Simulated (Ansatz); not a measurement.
# KCl: how the settings move a single-point run

How sensitive is a single-point run of KCl to its settings? A reference run comes first, then three runs with altered input. The cell is built on a prototype (zincblende) and needn't be the phase found in nature.

Program: Ansatz 0.2.0. Level of theory: reference: DFT, PBE, plane waves, PAW. These are calculated values, not measurements.

## (1) Starting point

It takes space group F-43m (No. 216, cubic). Conventional cell: a = 7.015 Å, b = 7.015 Å, c = 7.015 Å, α = 90.00°, β = 90.00°, γ = 90.00°. K (site symmetry -43m) has 4 Cl at 3.04 Å as nearest neighbours. Cl (site symmetry -43m) is surrounded by 4 K at 3.04 Å.

As a file:

```
CELL_PARAMETERS angstrom
0.00000 3.50728 3.50728
3.50728 0.00000 3.50728
3.50728 3.50728 0.00000
ATOMIC_POSITIONS crystal
K 0.00000 0.00000 0.00000
Cl 0.25000 0.25000 0.25000
```

## (2) Reference

input.yaml reads:

```yaml
crystal:
  lattice:
    - [0.0, 3.5072828304, 3.5072828304]
    - [3.5072828304, 0.0, 3.5072828304]
    - [3.5072828304, 3.5072828304, 0.0]
  atoms:
    - { symbol: K, position: [0.0, 0.0, 0.0] }
    - { symbol: Cl, position: [0.25, 0.25, 0.25] }
kpoints:
  mp_grid: { grid: [4, 4, 4] }
hamiltonian:
  xc: pbe
scf:
  occupations: { method: fixed }
  n_extra_bands: 4
output:
  forces: true
  stress: true
  eigenvalues: true
```

The run is started by

```bash
$ ansatz run input.yaml --threads 4 --pin off --max-ram 3686MiB --backend cpu --events-out ev --progress --plain --runs-dir out
```

## (3) Changing settings: exchange pbe, correlation pbe, coeff 0.75, omega 0.5

input.yaml, as its differences from that of step 2:

```diff
@@ -11,3 +11,3 @@
 hamiltonian:
-  xc: pbe
+  xc: { exchange: pbe, correlation: pbe, exx: { coeff: 0.75, omega: 0.5 } }
 scf:
```

## (4) Changing settings: exchange pbe, correlation pbe, coeff 0.05, omega 0.3

input.yaml, as its differences from that of step 2:

```diff
@@ -11,3 +11,3 @@
 hamiltonian:
-  xc: pbe
+  xc: { exchange: pbe, correlation: pbe, exx: { coeff: 0.05, omega: 0.3 } }
 scf:
```

## (5) Variant: exchange pbe, correlation pbe, coeff 0.1, omega 0.5

input.yaml, as its differences from that of step 2:

```diff
@@ -11,3 +11,3 @@
 hamiltonian:
-  xc: pbe
+  xc: { exchange: pbe, correlation: pbe, exx: { coeff: 0.1, omega: 0.5 } }
 scf:
```

Before running it: what results should come out? Wanted: for each run, ending; energy change; pressure; gap; force.

As calculated:

```
                                                    run     ending   energy change  pressure (GPa)  gap (eV)  force (eV/Å)  cycles    time
                                              reference  converged               -             0.3      4.78          0.00       6  0.83 s
1: exchange pbe, correlation pbe, coeff 0.75, omega 0.5  converged  not comparable            -0.1      6.72          0.00      14    14 s
2: exchange pbe, correlation pbe, coeff 0.05, omega 0.3  converged  not comparable             0.3      4.97          0.00       9    12 s
 3: exchange pbe, correlation pbe, coeff 0.1, omega 0.5  converged  not comparable             0.2      5.03          0.00       9    12 s
```

Residual by cycle in the longest SCF loop of each run; runs are numbered as in the table. The quantity is the density residual dr2, in eV.

```
cycle  reference    run 1   run 2   run 3
    1     1.6e-4   0.0207  3.1e-4  6.5e-4
    2     1.8e-5  0.00505  3.1e-5  8.3e-5
    3     1.5e-6   8.0e-4  5.5e-6  1.2e-5
    4     5.8e-8   4.3e-5  5.8e-7  3.0e-7
    5     2.1e-9   6.7e-6  1.0e-8  5.2e-8
    6    8.9e-11        -       -       -
```

The totals of these runs aren't set against each other here.
